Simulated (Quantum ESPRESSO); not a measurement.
# AgCl (Chlorargyrite) under changes of volume

One of the cells (20.458 Å³/atom); the others are scaled copies at fixed shape and fractional positions:

```
Ag Cl
1.0
     0.00000    2.73500    2.73500
     2.73500    0.00000    2.73500
     2.73500    2.73500    0.00000
Ag Cl
1 1
Direct
  0.00000 0.00000 0.00000
  0.50000 0.50000 0.50000
```

* Program: Quantum ESPRESSO 7.5
* Functional: PBEsol
* Potentials or basis: PseudoDojo 0.4.1 SR PBEsol standard
* Cutoff: 1116 eV
* Density cutoff: 4463 eV
* k mesh: 8 × 8 × 8
* Occupations: fermi-dirac, width 0.05 eV
* Spin: no spin polarisation

```csv
volume (Å³/atom),energy over the lowest point (meV/atom),pressure (GPa)
19.231,?,?
19.640,2.77,1.7
20.049,0.00,0.4
20.458,0.31,-0.8
20.868,3.35,-1.8
21.277,8.76,-2.6
21.686,16.29,-3.4
```

Question: What does the run at 19.231 Å³/atom give?

Answer: Energy over the lowest point 9.04 meV/atom; pressure 3.1 GPa.

Worked out: A Birch-Murnaghan fit of order 3 (a polynomial in V^(-2/3)) to the other rows has its minimum at 20.21 Å³/atom with B0 = V·E''(V) = 57 GPa and B' = 5.2. It gives 9.03 meV/atom at 19.231 Å³/atom, against the run's 9.04, and -dE/dV = 3.2 GPa, against 3.1.

Energies are extrapolated to zero smearing.
